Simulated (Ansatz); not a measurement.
# C (P6_3/mmc) in Ansatz: further runs

The runs below take C through single point, equation of state, band structure, with rPW86-PBE, PBE.

The COD entry that gives the cell may itself be a prediction, so a difference from it is no test against experiment.

All numbers are computed with Ansatz 0.2.0; they aren't measurements. Logs are shortened: lines on timing, memory, paths and dates and some standing lists are left out, and cuts for length are marked.

## Step 1: Starting point

It takes space group P6_3/mmc (No. 194, hexagonal). The conventional cell has a = 2.522 Å, b = 2.522 Å, c = 8.237 Å, α = 90.00°, β = 90.00°, γ = 120.00°. C (site symmetry 3m) has 4 C at 1.54 Å as nearest neighbours. C (site symmetry 3m) is surrounded by 4 C at 1.54 Å.

This is a hexagonal form of diamond, not graphite.

## Step 2: Single point, rPW86-PBE, 5.33 Å³/atom (volume scaled by 0.94)

input.yaml

```yaml
crystal:
  lattice:
    - [2.4706141248, 0.0, 0.0]
    - [-1.2353070624, 2.139614595, 0.0]
    - [0.0, 0.0, 8.0689487361]
  atoms:
    - { symbol: C, position: [0.6666666667, 0.3333333333, 0.84375] }
    - { symbol: C, position: [0.3333333333, 0.6666666667, 0.34375] }
    - { symbol: C, position: [0.6666666667, 0.3333333333, 0.65625] }
    - { symbol: C, position: [0.3333333333, 0.6666666667, 0.15625] }
    - { symbol: C, position: [0.0, 0.0, 0.90625] }
    - { symbol: C, position: [0.0, 0.0, 0.40625] }
    - { symbol: C, position: [0.0, 0.0, 0.59375] }
    - { symbol: C, position: [0.0, 0.0, 0.09375] }
hamiltonian:
  xc: { exchange: rpw86, correlation: pbe }
  pseudopotentials: { kind: paw }
kpoints:
  mp_grid: { grid: [12, 12, 4] }
scf:
  occupations: { method: fermi_dirac, width: 0.05 }
output:
  forces: true
  stress: true
  eigenvalues: true
  write_density: true
  write_potential: true
  elf: true
  volumetric_format: npy
```

Potentials or basis: Ansatz PAW.

Started as:

```sh
$ ansatz run input.yaml --threads 2 --pin off --max-ram 5120MiB --backend cpu --events-out ev --progress --plain --runs-dir out
```

The log of the run:

```text
Warning: RAYON_NUM_THREADS=2 ignored (pool sized by the plan → 2); use --threads N
Engine: ansatz 0.2.0, x86_64-unknown-linux-gnu
Pseudopotentials: kind: paw
Pseudopotential: C, paw, valence charge 4, recommended cutoff 420 eV (normal), C.paw.azcp
Functional definition: unnamed
  exchange = rpw86_x
  correlation = pbe_c
Crystal: 8 atoms, lattice volume = 42.654 Å³
Basis set: ecut = 420 eV, 813 PW (Γ), exchange–correlation on 36×36×108 points (8 copies of the dense FFT grid, shifted against one another)
Bands: 24, of which v1, the nominal top of the filled ones, is band 16 counted from 1 (15 counted from 0)
Symmetry: 24 space group operations
Space group: P63/mmc (ITA 194), of the structure as read, at distance tolerance 3.5e-5 Å
k-points: 57 of 576
Non-local potential: C, projectors of the file, l = 0: 2, l = 1: 2, l = 2: 1
PAW form: soft (Blöchl's): semilocal exchange-correlation on the pseudo side does not see the compensation charge
PAW frozen core: C, regenerated for the run's functional, and the local potential with it (the file was generated under x = pbe(κ = 0.804, μ = 0.2195149727645171), c = pbe(β = 0.06672455060314922))
PAW one-centre angular grid: C, 110 points (default); XC on 64 Gauss nodes
Initial density: superposition of atomic densities (neutral atoms: chi_scale 0, normalization atom), corrected by the library's trained network
Initial wavefunctions: pseudopotential atomic-orbital guess
Functional: x = rpw86, c = pbe(β = 0.06672455060314922)
SCF iter   1: F=—  HF=-2033.565933 eV  |F-HF|=—  |Δ(HF+E_count)|=         —  Δρ=1.17e-2  dr2=4.49e-2  ethr=1.77e-3  ⟨swp⟩=5.8  Hψ=6654  notcnv=0  defer=16
preconditioner: auto → none  [insulator: Δε(μ)=4.955 eV  Ē_g=17.827 eV  σ=0.050 eV  W_gap=1.00  n_scr=6 (ndim 8)  ℏωp=32.2 eV  f_vac=0.000  D(μ)=0.00/eV (n_scr^D=0)  ε∞_Penn≈4.3]
SCF iter   2: F=—  HF=-2033.550325 eV  |F-HF|=—  |Δ(HF+E_count)|=   1.56e-2  Δρ=4.46e-3  dr2=6.35e-3  ethr=1.40e-4  ⟨swp⟩=3.0  Hψ=2914  notcnv=0  defer=133
SCF iter   3: F=—  HF=-2033.548219 eV  |F-HF|=—  |Δ(HF+E_count)|=   2.11e-3  Δρ=4.37e-4  dr2=7.95e-5  ethr=1.98e-5  ⟨swp⟩=2.6  Hψ=2373  notcnv=0  defer=133
SCF iter   4: F=—  HF=-2033.548799 eV  |F-HF|=—  |Δ(HF+E_count)|=   5.80e-4  Δρ=2.24e-4  dr2=4.55e-6  ethr=2.48e-7  ⟨swp⟩=2.2  Hψ=2042  notcnv=0  defer=133
iter 5 did not close the SCF: its close was put off for the readings that it lacked (scf_convergence_deferred on its scf_iter line)
SCF iter   5: F=-2033.548808 eV  HF=-2033.548808 eV  |F-HF|=1.38e-8  |Δ(HF+E_count)|=   8.30e-6  Δρ=9.59e-6  dr2=1.28e-8  ethr=1.42e-8  ⟨swp⟩=2.0  Hψ=2075  notcnv=0  defer=133
SCF iter   6: F=-2033.548808 eV  HF=-2033.548808 eV  |F-HF|=5.51e-10  |Δ(HF+E_count)|=   1.56e-8  Δρ=1.56e-6  dr2=3.81e-10  ethr=3.99e-11  ⟨swp⟩=10.9  Hψ=8481  notcnv=0
SCF 1 converged in 6 iterations: F = -2033.548808 eV  dr2 = 3.81e-10
SCF converged after 6 iterations
Free energy (F): -2033.548808 eV
Harris-Foulkes:  -2033.548808 eV  (|F-HF|=5.51e-10)
Internal energy: -2033.548808 eV  (E = F + TS)
E sigma→0 (E₀):  -2033.548808 eV
Fermi energy:    16.959953 eV
--- Per-component energies (eV) ---
  E_band       = 165.422943
  E_kinetic    = 761.257124
  E_local      = -485.844325  (includes V_loc(G=0)·N_el)
  E_nonlocal   = 221.552402
  E_hartree    = 108.349188
  E_xc         = -397.161678
  E_vxc        = -491.223859  (∫ρ·V_xc dr)
  E_paw        = -821.873176  (= ΣΔE_a)
  E_vpaw       = -57.016795  (= ΣTr[D̂ρ^β])
  E_aug_tail   = 0.000058  (compensation charges beyond the density's cutoff)
  E_ewald      = -1419.793894
  E_core_change = -0.034506  (= ΣΔE_core)
  E_smearing   = -0.000000  (= −TS)
  E_closure    = 0.000000  (closes the sum)
  Σ components = -2033.548808   (vs F -2033.548808, Δ=0.00e0)
--- Forces (eV/Å), atoms counted from 1 ---
  atom   1  C      0.00000000    -0.00000000     0.34252834
  atom   2  C     -0.00000000     0.00000000     0.34252834
  atom   3  C      0.00000000    -0.00000000    -0.34252834
  atom   4  C      0.00000000     0.00000000    -0.34252834
  atom   5  C     -0.00000000     0.00000000     0.38140842
  atom   6  C      0.00000000    -0.00000000     0.38140842
  atom   7  C     -0.00000000     0.00000000    -0.38140842
  atom   8  C      0.00000000    -0.00000000    -0.38140842
  max |Σ_I F_I| component: 1.30e-16 eV/Å
--- Stress (GPa, compression-positive) ---
       35.596927       0.000000       0.000000
        0.000000      35.596927       0.000000
        0.000000       0.000000      50.099073
  P = ⅓ Tr σ = 40.4310 GPa (404.310 kbar)
--- Band table (eV; the first three rows and the last of 57) ---
  k-point 0: bands = ["-7.7037", "-5.9493", "-5.8967", "-1.6140", "0.5425", "7.6286", "7.7111", "11.3808", "11.3808", "12.5043", "12.5043", "12.7388", "12.7388", "14.3290", "14.5639", "14.5639", "20.0071", "20.0071", "20.5583", "21.9073", "21.9073", "22.5796", "22.8986", "22.8986"]
  k-point 1: bands = ["-7.5915", "-6.6983", "-4.9390", "-2.4771", "1.5905", "5.4912", "9.8698", "11.4628", "11.4628", "12.0909", "12.0909", "13.2387", "13.2387", "13.6218", "14.3589", "14.3589", "20.2464", "20.2464", "20.9452", "21.5145", "21.5145", "22.3210", "23.1831", "23.1831"]
  k-point 2: bands = ["-7.2556", "-7.2556", "-3.7666", "-3.7666", "3.4281", "3.4281", "11.7044", "11.7044", "11.7044", "11.7044", "11.9480", "11.9480", "13.8546", "13.8546", "13.8546", "13.8546", "20.8348", "20.8348", "20.8348", "20.8348", "21.6937", "21.6937", "23.5918", "23.5918"]
  k-point 56: bands = ["-0.0201", "-0.0201", "0.1076", "0.1076", "2.4841", "2.4841", "3.2961", "3.2961", "4.8544", "4.8544", "5.6769", "5.6769", "8.9948", "8.9948", "9.2245", "9.2245", "20.1620", "20.1620", "25.0460", "25.0460", "26.2432", "26.2432", "27.0400", "27.0400"]
```

It took 0.69 s on 2 threads of AMD EPYC 9B45 (Zen 5), shared host; peak memory 0.39 GiB.

Results:

```
Free energy            : -2033.5488 eV
Pressure               : 40.4 GPa
Largest force          : 0.381 eV/Å
Band gap on the k mesh : 4.87 eV, indirect (least direct gap 5.44 eV)
```

Caveat: the pressure holds a Pulay correction of +1.1 GPa for the finite cutoff; the PAW data sets come from PBE, with cores solved anew for the run's functional, which leaves a small shift of forces and pressure.

## Step 3: Single point, rPW86-PBE, 5.45 Å³/atom (volume scaled by 0.96)

Changes to input.yaml since step 2:

```diff
@@ -2,5 +2,5 @@
   lattice:
-    - [2.4706141248, 0.0, 0.0]
-    - [-1.2353070624, 2.139614595, 0.0]
-    - [0.0, 0.0, 8.0689487361]
+    - [2.4880133891, 0.0, 0.0]
+    - [-1.2440066945, 2.1546827999, 0.0]
+    - [0.0, 0.0, 8.125774191]
   atoms:
@@ -25,5 +25 @@
   eigenvalues: true
-  write_density: true
-  write_potential: true
-  elf: true
-  volumetric_format: npy
```

Potentials or basis: Ansatz PAW.

Started as:

```sh
$ ansatz run input.yaml --threads 2 --pin off --max-ram 5120MiB --backend cpu --events-out ev --progress --plain --runs-dir out
```

Wall time 0.56 s (2 threads of AMD EPYC 9B45 (Zen 5), shared host); peak memory 0.38 GiB.

It converged, with:

* Free energy: -2033.7449 eV
* Pressure: 29.1 GPa
* Largest force: 0.367 eV/Å
* Band gap on the k mesh: 4.82 eV, indirect (least direct gap 5.40 eV)

Caveat: the pressure holds a Pulay correction of +1.2 GPa for the finite cutoff; the PAW data sets come from PBE, with cores solved anew for the run's functional, which leaves a small shift of forces and pressure.

## Step 4: Single point, rPW86-PBE, 5.56 Å³/atom (volume scaled by 0.98)

Changes to input.yaml since step 3:

```diff
@@ -2,5 +2,5 @@
   lattice:
-    - [2.4880133891, 0.0, 0.0]
-    - [-1.2440066945, 2.1546827999, 0.0]
-    - [0.0, 0.0, 8.125774191]
+    - [2.5051726443, 0.0, 0.0]
+    - [-1.2525863222, 2.1695431509, 0.0]
+    - [0.0, 0.0, 8.1818157839]
   atoms:
```

Started as:

```sh
$ ansatz run input.yaml --threads 2 --pin off --max-ram 5120MiB --backend cpu --events-out ev --progress --plain --runs-dir out
```

Run time: 0.57 s. Hardware: 2 threads of AMD EPYC 9B45 (Zen 5), shared host; peak memory 0.39 GiB.

It converged, with:

- Free energy: -2033.8802 eV
- Pressure: 18.7 GPa
- Largest force: 0.353 eV/Å
- Band gap on the k mesh: 4.76 eV, indirect (least direct gap 5.35 eV)

Caveat: the pressure holds a Pulay correction of +1.2 GPa for the finite cutoff; the PAW data sets come from PBE, with cores solved anew for the run's functional, which leaves a small shift of forces and pressure.

## Step 5: Single point, rPW86-PBE, 5.67 Å³/atom

Changes to input.yaml since step 4:

```diff
@@ -2,5 +2,5 @@
   lattice:
-    - [2.5051726443, 0.0, 0.0]
-    - [-1.2525863222, 2.1695431509, 0.0]
-    - [0.0, 0.0, 8.1818157839]
+    - [2.5221, 0.0, 0.0]
+    - [-1.26105, 2.1842026709, 0.0]
+    - [0.0, 0.0, 8.2371]
   atoms:
```

Started as:

```sh
$ ansatz run input.yaml --threads 2 --pin off --max-ram 5120MiB --backend cpu --events-out ev --progress --plain --runs-dir out
```

Run time: 0.6 s. Hardware: 2 threads of AMD EPYC 9B45 (Zen 5), shared host; peak memory 0.39 GiB.

It converged, with:

```
Free energy            : -2033.9593 eV
Pressure               : 9.3 GPa
Largest force          : 0.341 eV/Å
Band gap on the k mesh : 4.71 eV, indirect (least direct gap 5.31 eV)
```

Caveat: the pressure holds a Pulay correction of +1.2 GPa for the finite cutoff; the PAW data sets come from PBE, with cores solved anew for the run's functional, which leaves a small shift of forces and pressure.

## Step 6: Single point, rPW86-PBE, 5.79 Å³/atom (volume scaled by 1.02)

Changes to input.yaml since step 5:

```diff
@@ -2,5 +2,5 @@
   lattice:
-    - [2.5221, 0.0, 0.0]
-    - [-1.26105, 2.1842026709, 0.0]
-    - [0.0, 0.0, 8.2371]
+    - [2.5388031358, 0.0, 0.0]
+    - [-1.2694015679, 2.1986680108, 0.0]
+    - [0.0, 0.0, 8.2916519209]
   atoms:
@@ -25 +25,5 @@
   eigenvalues: true
+  write_density: true
+  write_potential: true
+  elf: true
+  volumetric_format: npy
```

Potentials or basis: Ansatz PAW.

Started as:

```sh
$ ansatz run input.yaml --threads 2 --pin off --max-ram 5120MiB --backend cpu --events-out ev --progress --plain --runs-dir out
```

Run time: 0.8 s. Hardware: 2 threads of AMD EPYC 9B45 (Zen 5), shared host; peak memory 0.39 GiB.

Results (log left out):

* Free energy: -2033.9874 eV
* Pressure: 0.7 GPa
* Largest force: 0.328 eV/Å
* Band gap on the k mesh: 4.65 eV, indirect (least direct gap 5.26 eV)

Caveat: the pressure holds a Pulay correction of +1.2 GPa for the finite cutoff; the PAW data sets come from PBE, with cores solved anew for the run's functional, which leaves a small shift of forces and pressure.

## Step 7: Single point, rPW86-PBE, 5.90 Å³/atom (volume scaled by 1.04)

Changes to input.yaml since step 6:

```diff
@@ -2,5 +2,5 @@
   lattice:
-    - [2.5388031358, 0.0, 0.0]
-    - [-1.2694015679, 2.1986680108, 0.0]
-    - [0.0, 0.0, 8.2916519209]
+    - [2.5552893324, 0.0, 0.0]
+    - [-1.2776446662, 2.2129454759, 0.0]
+    - [0.0, 0.0, 8.3454953252]
   atoms:
```

Started as:

```sh
$ ansatz run input.yaml --threads 2 --pin off --max-ram 5120MiB --backend cpu --events-out ev --progress --plain --runs-dir out
```

Wall time 0.83 s (2 threads of AMD EPYC 9B45 (Zen 5), shared host); peak memory 0.4 GiB.

It converged, with:

| Item | Value |
| --- | --- |
| Free energy | -2033.9691 eV |
| Pressure | -7.1 GPa |
| Largest force | 0.316 eV/Å |
| Band gap on the k mesh | 4.60 eV, indirect (least direct gap 5.22 eV) |

Caveat: the pressure holds a Pulay correction of +1.2 GPa for the finite cutoff; the PAW data sets come from PBE, with cores solved anew for the run's functional, which leaves a small shift of forces and pressure.

## Step 8: Single point, rPW86-PBE, 6.01 Å³/atom (volume scaled by 1.06)

Changes to input.yaml since step 7:

```diff
@@ -2,5 +2,5 @@
   lattice:
-    - [2.5552893324, 0.0, 0.0]
-    - [-1.2776446662, 2.2129454759, 0.0]
-    - [0.0, 0.0, 8.3454953252]
+    - [2.5715654994, 0.0, 0.0]
+    - [-1.2857827497, 2.22704105, 0.0]
+    - [0.0, 0.0, 8.3986527796]
   atoms:
@@ -25,5 +25 @@
   eigenvalues: true
-  write_density: true
-  write_potential: true
-  elf: true
-  volumetric_format: npy
```

Started as:

```sh
$ ansatz run input.yaml --threads 2 --pin off --max-ram 5120MiB --backend cpu --events-out ev --progress --plain --runs-dir out
```

Run time: 0.64 s. Hardware: 2 threads of AMD EPYC 9B45 (Zen 5), shared host; peak memory 0.39 GiB.

Results (log left out):

```
Free energy            : -2033.9086 eV
Pressure               : -14.2 GPa
Largest force          : 0.305 eV/Å
Band gap on the k mesh : 4.55 eV, indirect (least direct gap 5.18 eV)
```

Caveat: the pressure holds a Pulay correction of +1.2 GPa for the finite cutoff; the PAW data sets come from PBE, with cores solved anew for the run's functional, which leaves a small shift of forces and pressure.

## Step 9: Equation of state, rPW86-PBE

Potentials or basis: Ansatz PAW.

No new run: the results of the series are fitted here.

What came out:

| Item | Value |
| --- | --- |
| Equilibrium volume | 5.80 Å³/atom |
| Bulk modulus at fixed shape and positions | 415 GPa |
| Pressure derivative of the bulk modulus | 3.7 |

Energy against volume, from the lowest point:
```csv
volume (Å³/atom),energy (meV/atom)
5.332,54.82
5.445,30.30
5.559,13.39
5.672,3.51
5.785,0.00
5.899,2.29
6.012,9.85
```

Caveat: the potentials were made for another functional, which shifts forces and pressure; the cell was scaled at fixed shape and fractional positions, which overstates the stiffness of a crystal with free parameters, most of all of layers and chains.

## Step 10: Band structure, PBE

Changes to input.yaml since step 8:

```diff
@@ -2,5 +2,5 @@
   lattice:
-    - [2.5715654994, 0.0, 0.0]
-    - [-1.2857827497, 2.22704105, 0.0]
-    - [0.0, 0.0, 8.3986527796]
+    - [2.5221, 0.0, 0.0]
+    - [-1.26105, 2.1842026709, 0.0]
+    - [0.0, 0.0, 8.2371]
   atoms:
@@ -15,8 +15,15 @@
 hamiltonian:
-  xc: { exchange: rpw86, correlation: pbe }
-  pseudopotentials: { kind: paw }
+  xc: pbe
+  pseudopotentials: { kind: paw, source: jth }
 kpoints:
   mp_grid: { grid: [12, 12, 4] }
+  band_path:
+    path:
+      - [[0.0, 0.0, 0.0], [0.5, 0.0, 0.0], [0.3333333333, 0.3333333333, 0.0], [0.0, 0.0, 0.0], [0.0, 0.0, 0.5], [0.5, 0.0, 0.5], [0.3333333333, 0.3333333333, 0.5], [0.0, 0.0, 0.5]]
+      - [[0.5, 0.0, 0.5], [0.5, 0.0, 0.0]]
+      - [[0.3333333333, 0.3333333333, 0.0], [0.3333333333, 0.3333333333, 0.5]]
+    npoints: 10
 scf:
   occupations: { method: fermi_dirac, width: 0.05 }
+  n_extra_bands: 20
 output:
@@ -25 +32,6 @@
   eigenvalues: true
+  fatbands: false
+  write_density: true
+  write_potential: true
+  elf: true
+  volumetric_format: npy
```

Potentials or basis: JTH PAW.

Started as:

```sh
$ ansatz run input.yaml --threads 2 --pin off --max-ram 5120MiB --backend cpu --events-out ev --progress --plain --runs-dir out
```

It took 2.8 s on 2 threads of AMD EPYC 9B45 (Zen 5), shared host; peak memory 0.61 GiB.

Results (log left out):

```yaml
Free_energy: -2006.4498 eV
Pressure: 1.6 GPa
Largest_force: 0.328 eV/Å
Band_gap_on_the_k_mesh: 4.41 eV, indirect (least direct gap 5.18 eV)
Band_gap_along_the_path: 4.41 eV, indirect (least direct gap 5.18 eV)
```

Forces on the atoms (eV/Å):
```
C    0.000  0.000  0.319
C    0.000  0.000  0.319
C    0.000  0.000 -0.319
C    0.000  0.000 -0.319
C    0.000  0.000  0.328
C    0.000  0.000  0.328
C    0.000  0.000 -0.328
C    0.000  0.000 -0.328
```

Stress tensor (GPa, compression positive):
```
-2.50  0.00  0.00
 0.00 -2.50  0.00
 0.00  0.00  9.78
```

Levels at the corners of the path, in eV from the valence-band top:
| point | band 14 | band 15 | band 16 | band 17 | band 18 | band 19 |
| --- | --- | --- | --- | --- | --- | --- |
| Γ | -0.22 | 0.00 | 0.00 | 5.18 | 5.18 | 5.71 |
| M | -4.54 | -3.70 | -2.93 | 4.46 | 5.60 | 5.86 |
| K | -5.66 | -5.66 | -4.02 | 6.28 | 6.28 | 7.90 |
| Γ | -0.22 | 0.00 | 0.00 | 5.18 | 5.18 | 5.71 |
| A | -0.68 | -0.68 | -0.68 | 5.97 | 5.97 | 5.97 |
| L | -4.72 | -3.65 | -3.65 | 4.82 | 4.82 | 7.11 |
| H | -5.36 | -5.10 | -5.10 | 5.23 | 5.23 | 9.77 |
| A | -0.68 | -0.68 | -0.68 | 5.97 | 5.97 | 5.97 |
| L | -4.72 | -3.65 | -3.65 | 4.82 | 4.82 | 7.11 |
| M | -4.54 | -3.70 | -2.93 | 4.46 | 5.60 | 5.86 |
| K | -5.66 | -5.66 | -4.02 | 6.28 | 6.28 | 7.90 |
| H | -5.36 | -5.10 | -5.10 | 5.23 | 5.23 | 9.77 |
